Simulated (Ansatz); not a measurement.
## C at 15 GPa (stress–strain coefficients): relaxed-ion elastic tensor

Level of theory: DFT PBEsol, scalar-relativistic, plane waves, PAW (Ansatz 0.2.0). Plane waves to 420 eV; Γ-centred k mesh 18×18×18; fixed occupations. No spin polarisation.

The cell, relaxed at 15 GPa:
```
C
1.0
     1.21677    0.70251    2.84905
    -1.21677    0.70251    2.84905
     0.00000   -1.40501    2.84905
C
2
Direct
  0.16626 0.16626 0.16626
  0.83374 0.83374 0.83374
```

The crystal is built of layers and no dispersion correction was added, so the binding between them is poorly described, and with it their spacing and whatever depends on it. The bands were filled as in an insulator; under compression the gap may have closed between mesh points.

(1) Give the relaxed-ion elastic constants (GPa, Voigt order xx yy zz yz xz xy, on the axes of the cell above).

(2) Is the crystal stable against homogeneous strain?

(3) And the moduli of a polycrystal (Hill averages)?

Answers

(1)
```
1331.8  282.3    9.3    6.8    0.0    0.0
 282.3 1331.8    9.3   -6.8    0.0    0.0
   9.3    9.3  156.0    0.0    0.0    0.0
   6.8   -6.8    0.0   20.2    0.0    0.0
   0.0    0.0    0.0    0.0   20.2    6.8
   0.0    0.0    0.0    0.0    6.8  524.8
```

(2) Yes: the least eigenvalue of the tensor is 20.1 GPa.

(3) B = 257 GPa, G = 163 GPa, E = 403 GPa, ν = 0.24.

Cost: 1 run of about 3.1 core-minutes, on Intel Xeon Processor @ 2.70GHz (shared hosts).